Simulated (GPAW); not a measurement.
GaCuSe2:

```xyz
8
Lattice="-2.8096 2.8096 5.5130 2.8096 -2.8096 5.5130 2.8096 2.8096 -5.5130" Properties=species:S:1:pos:R:3 pbc="T T T"
Se    1.4048   -1.4013    4.1348
Se    1.4013    1.4048    6.8913
Se    1.4048    4.2108   -1.3783
Se    1.4083    1.4048    1.3783
Ga    2.8096    0.0000    2.7565
Ga    0.0000    0.0000    5.5130
Cu    0.0000    2.8096    2.7565
Cu    0.0000    0.0000    0.0000
```

Program: GPAW 26.7.0. Alike in all runs: no spin polarisation; cell as given; smearing fermi-dirac 0.001 eV.

Order these runs on this cell by their band gap on the k mesh, lowest first.
A. level PBE+U; potentials or basis GPAW PAW data sets (gpaw-data 1.2.1), pw; U Cu d U = 2.0 eV; k mesh 5 × 5 × 5; cutoff (eV) 450; response ecut 80 eV; response k mesh 4 × 4 × 4; kernels ["RPA"]; coarser k mesh 4 × 4 × 4
B. level PBE+U; potentials or basis GPAW PAW data sets (gpaw-data 1.2.1), pw; U Cu d U = 6.0 eV; k mesh 5 × 5 × 5; cutoff (eV) 450; response ecut 80 eV; response k mesh 4 × 4 × 4; kernels ["RPA"]; coarser k mesh 4 × 4 × 4
C. level LDA; potentials or basis the program's PAW data sets (release 1.2.1) made for this functional, pw; k mesh 5 × 5 × 5; cutoff (eV) 450; response ecut 80 eV; response k mesh 7 × 7 × 7; kernels ["RPA", "LR0.1", "LR0.3"]; coarser k mesh 5 × 5 × 5
D. level PBE+U; potentials or basis GPAW PAW data sets (gpaw-data 1.2.1), pw; U Cu d U = 4.0 eV; k mesh 5 × 5 × 5; cutoff (eV) 450; response ecut 80 eV; response k mesh 4 × 4 × 4; kernels ["RPA"]; coarser k mesh 4 × 4 × 4
E. level PBE; potentials or basis GPAW PAW data sets (gpaw-data 1.2.1), pw; k mesh 6 × 6 × 6; cutoff (eV) 400; response ecut 50 eV; response k mesh 4 × 4 × 4; eta 0.1 eV

C (0.11 eV), E (0.26 eV), A (0.45 eV), D (0.62 eV), B (0.78 eV).

Caveats: the long-wavelength limit can be off by several per cent where d states take part; response on these states lacks terms of the Hamiltonian (some runs); the gap is small at this level, which inflates the dielectric constant (some runs); the dielectric constant isn't converged in the k mesh (some runs); an odd mesh through Γ misses points on the zone boundary, where band edges often lie (some runs); with so narrow a direct gap the onset needs a denser k mesh (some runs).

Not every run made on this cell is shown here.
